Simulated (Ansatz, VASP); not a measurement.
**One calculation of C, two programs**

```
C
1.0
     5.04420    0.00000    0.00000
    -2.52210    4.36841    0.00000
     0.00000    0.00000    8.23710
C
32
Direct
  0.00000 0.00000 0.09299
  0.00000 0.50000 0.09299
  0.50000 0.00000 0.09299
  0.50000 0.50000 0.09299
  0.00000 0.00000 0.59299
  0.00000 0.50000 0.59299
  0.50000 0.00000 0.59299
  0.50000 0.50000 0.59299
  0.00000 0.00000 0.40701
  0.00000 0.50000 0.40701
  0.50000 0.00000 0.40701
  0.50000 0.50000 0.40701
  0.00000 0.00000 0.90701
  0.00000 0.50000 0.90701
  0.50000 0.00000 0.90701
  0.50000 0.50000 0.90701
  0.16667 0.33333 0.15548
  0.16667 0.83333 0.15548
  0.66667 0.33333 0.15548
  0.66667 0.83333 0.15548
  0.33333 0.16667 0.65548
  0.33333 0.66667 0.65548
  0.83333 0.16667 0.65548
  0.83333 0.66667 0.65548
  0.16667 0.33333 0.34452
  0.16667 0.83333 0.34452
  0.66667 0.33333 0.34452
  0.66667 0.83333 0.34452
  0.33333 0.16667 0.84452
  0.33333 0.66667 0.84452
  0.83333 0.16667 0.84452
  0.83333 0.66667 0.84452
```

Alike in both runs: task electric field gradients; functional PBE; k mesh 6 × 6 × 3; no spin polarisation.

|  | VASP | Ansatz |
| --- | --- | --- |
| version | VASP 6.6.1 | Ansatz 0.2.0 |
| potentials or method | VASP PAW PBE potentials, release 64 (C) | plane-wave PAW, scalar-relativistic |
| plane-wave cutoff (eV) | 520 | 420 |
| occupations | gaussian, width 0.01 eV | fixed |
| valence electrons in the cell | 128 | 128 |

VASP gave:

* gap on the k mesh at the Fermi level (eV): 4.45
* rms of the force components (eV/Å): 0.005
* Vzz of the field gradient on the site that differs most (V/Å²): 2.0

Task: Which values does Ansatz return?

Result: gap on the k mesh at the Fermi level (eV): 4.46; rms of the force components (eV/Å): 0.001; Vzz of the field gradient on the site that differs most (V/Å²): 1.7.

Atom by atom the forces differ by 0.006 eV/Å (rms over components).

Caveats: an odd mesh through Γ misses points on the zone boundary, where band edges often lie. As with any semilocal functional, this PBE gap is likely too small.
